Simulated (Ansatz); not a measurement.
**Where V_N (site 2) puts its levels in the gap of Si3N4 (P6_3/m)**

Aim: at which Fermi levels does V_N (site 2) in Si3N4 (P6_3/m) change its charge? The model is a cell of 84 host atoms with 1 N taken out.

Program: Ansatz 0.2.0. Level of theory: place-levels on PBEsol runs: charge-transition levels and formation energies with image-charge correction and potential alignment at the atomic sites; PAW set soft_1. Results are calculated unless marked as measured.

### 1. Set-up

The cell holds 83 atoms: 36 Si and 47 N. Cell: a = 7.624 Å, b = 13.206 Å, c = 8.731 Å, α = 90.0°, β = 90.0°, γ = 90.0°. It derives from Si3N4 (space group P6_3/m). Nearest the centre at fractional (0.680, 0.650, 0.583): Si59 at 1.74 Å, Si32 at 1.74 Å, Si35 at 1.74 Å, N42 at 2.78 Å, N48 at 2.82 Å, N75 at 2.82 Å, N80 at 2.82 Å, N52 at 2.82 Å.

Coordinates:

```xyz
83
Lattice="7.6245 0.0000 0.0000 0.0000 13.2059 0.0000 0.0000 0.0000 8.7308" Properties=species:S:1:pos:R:3 pbc="T T T"
Si    2.4354   12.0574    2.1827
Si    6.2476    5.4544    2.1827
Si    2.2124    1.5348    0.7276
Si    6.0246    8.1378    0.7276
Si    0.2230   10.5226    0.7276
Si    4.0352    3.9196    0.7276
Si    3.5892    9.2864    2.1827
Si    7.4014    2.6834    2.1827
Si    1.5999    5.0681    2.1827
Si    5.4121   11.6711    2.1827
Si    1.3768    7.7515    0.7276
Si    5.1891    1.1485    0.7276
N     0.0000    4.4020    2.1827
N     3.8122   11.0050    2.1827
N     0.0000    8.8040    0.7276
N     3.8122    2.2010    0.7276
N     1.0323   11.0269    2.1827
N     4.8445    4.4239    2.1827
N     2.4032   13.0104    0.7276
N     6.2155    6.4074    0.7276
N     2.4413    4.6195    0.7276
N     6.2535   11.2225    0.7276
N     1.3710    1.9835    2.1827
N     5.1832    8.5865    2.1827
N     2.7800    8.7820    0.7276
N     6.5922    2.1790    0.7276
N     1.4090    6.7985    2.1827
N     5.2212    0.1956    2.1827
Si    2.4354   12.0574    5.0929
Si    6.2476    5.4544    5.0929
Si    2.2124    1.5348    3.6378
Si    6.0246    8.1378    3.6378
Si    0.2230   10.5226    3.6378
Si    4.0352    3.9196    3.6378
Si    3.5892    9.2864    5.0929
Si    7.4014    2.6834    5.0929
Si    1.5999    5.0681    5.0929
Si    5.4121   11.6711    5.0929
Si    1.3768    7.7515    3.6378
Si    5.1891    1.1485    3.6378
N     0.0000    4.4020    5.0929
N     3.8122   11.0050    5.0929
N     0.0000    8.8040    3.6378
N     3.8122    2.2010    3.6378
N     1.0323   11.0269    5.0929
N     4.8445    4.4239    5.0929
N     2.4032   13.0104    3.6378
N     6.2155    6.4074    3.6378
N     2.4413    4.6195    3.6378
N     6.2535   11.2225    3.6378
N     1.3710    1.9835    5.0929
N     2.7800    8.7820    3.6378
N     6.5922    2.1790    3.6378
N     1.4090    6.7985    5.0929
N     5.2212    0.1956    5.0929
Si    2.4354   12.0574    8.0032
Si    6.2476    5.4544    8.0032
Si    2.2124    1.5348    6.5481
Si    6.0246    8.1378    6.5481
Si    0.2230   10.5226    6.5481
Si    4.0352    3.9196    6.5481
Si    3.5892    9.2864    8.0032
Si    7.4014    2.6834    8.0032
Si    1.5999    5.0681    8.0032
Si    5.4121   11.6711    8.0032
Si    1.3768    7.7515    6.5481
Si    5.1891    1.1485    6.5481
N     0.0000    4.4020    8.0032
N     3.8122   11.0050    8.0032
N     0.0000    8.8040    6.5481
N     3.8122    2.2010    6.5481
N     1.0323   11.0269    8.0032
N     4.8445    4.4239    8.0032
N     2.4032   13.0104    6.5481
N     6.2155    6.4074    6.5481
N     2.4413    4.6195    6.5481
N     6.2535   11.2225    6.5481
N     1.3710    1.9835    8.0032
N     5.1832    8.5865    8.0032
N     2.7800    8.7820    6.5481
N     6.5922    2.1790    6.5481
N     1.4090    6.7985    8.0032
N     5.2212    0.1956    8.0032
```

The host's dielectric constants go in as inputs: (4.29, 4.29, 4.37) for the electrons alone, (8.29, 8.29, 8.25) with the ions, from a response run on this crystal (DFPT, PBEsol) at that run's own cell.

The cell's shortest repeat is 7.6 Å.

### 2. The runs of each charge state

A transition level is the Fermi level at which two charge states cost the same, so each charge needs its own total energy, at its own relaxed structure.

Each atom starts 0.05 Å or so off its site in a random direction: a symmetric start keeps its symmetry, and would miss off-centre moves and Jahn–Teller distortions. Forces are taken at one point at (¼, ¼, ¼). The cell holds 1 electron fewer than the neutral one, with a uniform background that keeps it neutral on the whole.

The sampling was tested on the host first: at the k-points planned (1x1x1 shifted 0.25 0.25 0.25) its energy lies -0.001 eV an atom from the dense-mesh value, under the bound of 0.02 eV set for this test; that bounds the host's error, not the defect's.

One state's input; the others differ in charge, spin, start and seed, and in occupations where the table says so.

File qp1.relax/input.yaml:

```yaml
crystal:
  lattice:
    - [7.62445725, 0.0, 0.0]
    - [0.0, 13.20594735, 0.0]
    - [0.0, 0.0, 8.73076733]
  atoms:
    - { symbol: Si, position: [0.31941753, 0.91302795, 0.25] }
    - { symbol: Si, position: [0.81941753, 0.41302795, 0.25] }
    - { symbol: Si, position: [0.29016683, 0.11622274, 0.08333333] }
    - { symbol: Si, position: [0.79016683, 0.61622274, 0.08333333] }
    - { symbol: Si, position: [0.0292507, 0.79680521, 0.08333333] }
    - { symbol: Si, position: [0.5292507, 0.29680521, 0.08333333] }
    - { symbol: Si, position: [0.4707493, 0.70319479, 0.25] }
    - { symbol: Si, position: [0.9707493, 0.20319479, 0.25] }
    - { symbol: Si, position: [0.20983317, 0.38377726, 0.25] }
    - { symbol: Si, position: [0.70983317, 0.88377726, 0.25] }
    - { symbol: Si, position: [0.18058247, 0.58697205, 0.08333333] }
    - { symbol: Si, position: [0.68058247, 0.08697205, 0.08333333] }
    - { symbol: "N", position: [0.0, 0.33333333, 0.25] }
    - { symbol: "N", position: [0.5, 0.83333333, 0.25] }
    - { symbol: "N", position: [0.0, 0.66666667, 0.08333333] }
    - { symbol: "N", position: [0.5, 0.16666667, 0.08333333] }
    - { symbol: "N", position: [0.13538853, 0.83499559, 0.25] }
    - { symbol: "N", position: [0.63538853, 0.33499559, 0.25] }
    - { symbol: "N", position: [0.31520089, 0.98519206, 0.08333333] }
    - { symbol: "N", position: [0.81520089, 0.48519206, 0.08333333] }
    - { symbol: "N", position: [0.32018764, 0.34980353, 0.08333333] }
    - { symbol: "N", position: [0.82018764, 0.84980353, 0.08333333] }
    - { symbol: "N", position: [0.17981236, 0.15019647, 0.25] }
    - { symbol: "N", position: [0.67981236, 0.65019647, 0.25] }
    - { symbol: "N", position: [0.36461147, 0.66500441, 0.08333333] }
    - { symbol: "N", position: [0.86461147, 0.16500441, 0.08333333] }
    - { symbol: "N", position: [0.18479911, 0.51480794, 0.25] }
    - { symbol: "N", position: [0.68479911, 0.01480794, 0.25] }
    - { symbol: Si, position: [0.31941753, 0.91302795, 0.58333333] }
    - { symbol: Si, position: [0.81941753, 0.41302795, 0.58333333] }
    - { symbol: Si, position: [0.29016683, 0.11622274, 0.41666667] }
    - { symbol: Si, position: [0.79016683, 0.61622274, 0.41666667] }
    - { symbol: Si, position: [0.0292507, 0.79680521, 0.41666667] }
    - { symbol: Si, position: [0.5292507, 0.29680521, 0.41666667] }
    - { symbol: Si, position: [0.4707493, 0.70319479, 0.58333333] }
    - { symbol: Si, position: [0.9707493, 0.20319479, 0.58333333] }
    - { symbol: Si, position: [0.20983317, 0.38377726, 0.58333333] }
    - { symbol: Si, position: [0.70983317, 0.88377726, 0.58333333] }
    - { symbol: Si, position: [0.18058247, 0.58697205, 0.41666667] }
    - { symbol: Si, position: [0.68058247, 0.08697205, 0.41666667] }
    - { symbol: "N", position: [0.0, 0.33333333, 0.58333333] }
    - { symbol: "N", position: [0.5, 0.83333333, 0.58333333] }
    - { symbol: "N", position: [0.0, 0.66666667, 0.41666667] }
    - { symbol: "N", position: [0.5, 0.16666667, 0.41666667] }
    - { symbol: "N", position: [0.13538853, 0.83499559, 0.58333333] }
    - { symbol: "N", position: [0.63538853, 0.33499559, 0.58333333] }
    - { symbol: "N", position: [0.31520089, 0.98519206, 0.41666667] }
    - { symbol: "N", position: [0.81520089, 0.48519206, 0.41666667] }
    - { symbol: "N", position: [0.32018764, 0.34980353, 0.41666667] }
    - { symbol: "N", position: [0.82018764, 0.84980353, 0.41666667] }
    - { symbol: "N", position: [0.17981236, 0.15019647, 0.58333333] }
    - { symbol: "N", position: [0.36461147, 0.66500441, 0.41666667] }
    - { symbol: "N", position: [0.86461147, 0.16500441, 0.41666667] }
    - { symbol: "N", position: [0.18479911, 0.51480794, 0.58333333] }
    - { symbol: "N", position: [0.68479911, 0.01480794, 0.58333333] }
    - { symbol: Si, position: [0.31941753, 0.91302795, 0.91666667] }
    - { symbol: Si, position: [0.81941753, 0.41302795, 0.91666667] }
    - { symbol: Si, position: [0.29016683, 0.11622274, 0.75] }
    - { symbol: Si, position: [0.79016683, 0.61622274, 0.75] }
    - { symbol: Si, position: [0.0292507, 0.79680521, 0.75] }
    - { symbol: Si, position: [0.5292507, 0.29680521, 0.75] }
    - { symbol: Si, position: [0.4707493, 0.70319479, 0.91666667] }
    - { symbol: Si, position: [0.9707493, 0.20319479, 0.91666667] }
    - { symbol: Si, position: [0.20983317, 0.38377726, 0.91666667] }
    - { symbol: Si, position: [0.70983317, 0.88377726, 0.91666667] }
    - { symbol: Si, position: [0.18058247, 0.58697205, 0.75] }
    - { symbol: Si, position: [0.68058247, 0.08697205, 0.75] }
    - { symbol: "N", position: [0.0, 0.33333333, 0.91666667] }
    - { symbol: "N", position: [0.5, 0.83333333, 0.91666667] }
    - { symbol: "N", position: [0.0, 0.66666667, 0.75] }
    - { symbol: "N", position: [0.5, 0.16666667, 0.75] }
    - { symbol: "N", position: [0.13538853, 0.83499559, 0.91666667] }
    - { symbol: "N", position: [0.63538853, 0.33499559, 0.91666667] }
    - { symbol: "N", position: [0.31520089, 0.98519206, 0.75] }
    - { symbol: "N", position: [0.81520089, 0.48519206, 0.75] }
    - { symbol: "N", position: [0.32018764, 0.34980353, 0.75] }
    - { symbol: "N", position: [0.82018764, 0.84980353, 0.75] }
    - { symbol: "N", position: [0.17981236, 0.15019647, 0.91666667] }
    - { symbol: "N", position: [0.67981236, 0.65019647, 0.91666667] }
    - { symbol: "N", position: [0.36461147, 0.66500441, 0.75] }
    - { symbol: "N", position: [0.86461147, 0.16500441, 0.75] }
    - { symbol: "N", position: [0.18479911, 0.51480794, 0.91666667] }
    - { symbol: "N", position: [0.68479911, 0.01480794, 0.91666667] }
  host:
    repeats: [1, 1, 3]
    atoms:
      - { symbol: Si, position: [0.31941753, 0.91302795, 0.75] }
      - { symbol: Si, position: [0.81941753, 0.41302795, 0.75] }
      # ... 26 more atoms of the perfect host
total_charge: 1
basis:
  ecutwfc: 420
  xc_grid: 2
hamiltonian:
  xc: pbesol
  pseudopotentials: { kind: paw, azcp: { folder: soft_1 }, xc_functional: pbe }
kpoints:
  mp_grid: { grid: [1, 1, 1], shift: [0.25, 0.25, 0.25] }
scf:
  occupations: { method: fixed }
  max_iter: 60
output:
  forces: true
  charged_corrections:
    epsilon: [4.29, 4.29, 4.37]
    static_epsilon: [8.29, 8.29, 8.25]
    defect_position: [0.679812, 0.650196, 0.583333]
relax:
  f_tol: 0.02
  max_steps: 80
  random_displacement: { amplitude: 0.05, seed: 1176 }
checkpoint:
  write: "../qp1.relax.run"
  compress: false
  write_wavefunctions: true
  write_every: 100000
```

Command:

```console
> ansatz run input.yaml --threads 4 --pin off --max-ram 7536MiB --backend cpu --events-out ev --progress --plain --runs-dir out
```

Defect states can disperse in a cell of this size, so the energy is taken again at a 2×2×2 shifted mesh, on the relaxed structure.

The run of this state that the levels use, under PBEsol:

File qp1.point/input.yaml:

```yaml
crystal:
  checkpoint: "../qp1.relax.run"
  host: checkpoint
total_charge: 1
basis:
  ecutwfc: 420
  xc_grid: 2
hamiltonian:
  xc: pbesol
  pseudopotentials: { kind: paw, azcp: { folder: soft_1 }, xc_functional: pbe }
kpoints:
  mp_grid: { grid: [2, 2, 2], shift: [0.5, 0.5, 0.5] }
scf:
  occupations: { method: fermi_dirac, width: 0.01 }
  max_iter: 60
output:
  forces: true
  eigenvalues: true
  charged_corrections:
    epsilon: [4.29, 4.29, 4.37]
    static_epsilon: [8.29, 8.29, 8.25]
    defect_position: [0.679812, 0.650196, 0.583333]
  eigenstates: { localisation: true }
  populations: true
  band_densities: [{ bands: [v1, v1] }, { bands: [c1, c1] }]
  write_density: true
  write_potential: true
  volumetric_format: npy
checkpoint:
  read: "../qp1.relax.run"
  write: "../qp1.point.run"
  compress: false
  write_wavefunctions: false
  write_every: 100000
```

Relaxations under PBEsol at one point at (¼, ¼, ¼); times on 4 threads of Arm Neoverse V1, shared host:

```csv
charge,moment (μB),occupations,outcome,steps,largest displacement against the far atoms (Å),time
0,1,fixed,converged,10,0.24,3.6 min
+1,0,fixed,converged,7,0.07,74 s
+2,1,fixed,converged,7,0.08,3.2 min
+3,0,fixed,converged,7,0.07,92 s
+3,2,fixed,converged,9,0.08,3.8 min
```

Single points under PBEsol at a 2×2×2 shifted mesh; times on 4 threads of Arm Neoverse V1, shared host:

```csv
charge,moment (μB),occupations,outcome,time
0,1,fermi-dirac,converged,2.8 min
+1,0,fermi-dirac,converged,77 s
+2,1,fermi-dirac,converged,3.3 min
+3,0,fermi-dirac,converged,93 s
+3,2,fermi-dirac,converged,3.3 min
```

Distances (Å) from the ideal centre to the nearest atoms after relaxation with PBEsol:

```csv
charge,moment (μB),1.,2.,3.,4.,5.,6.
0,1,Si 1.54,Si 1.63,Si 1.82,N 2.59,N 2.70,N 2.73
+1,0,Si 1.73,Si 1.73,Si 1.82,N 2.76,N 2.77,N 2.77
+2,1,Si 1.73,Si 1.73,Si 1.82,N 2.75,N 2.77,N 2.78
+3,0,Si 1.73,Si 1.73,Si 1.81,N 2.75,N 2.77,N 2.78
+3,2,Si 1.73,Si 1.73,Si 1.81,N 2.75,N 2.77,N 2.78
```

(Part 1 of 2 ends here.)

[Logs are printed without paths, hosts, clocks, repeated set-up lines and the standing remarks that a program may print on its own settings, such as how far it seeks lower states.]

[Hosts, paths, dates, database ids (printed as entryN), source tags and the programs' standing remarks are cut or masked in the printed files.]

[Where a table of states has a column of steps, it counts the stored structures, which are thinned; the runs took as many ionic steps or more.]

[A defect's name tells the site on which it was built; relaxed atoms can leave that site.]

[For some hosts the program warned that the k-mesh of the response run may be too coarse for force constants and the static dielectric constant; such warnings are not shown here.]
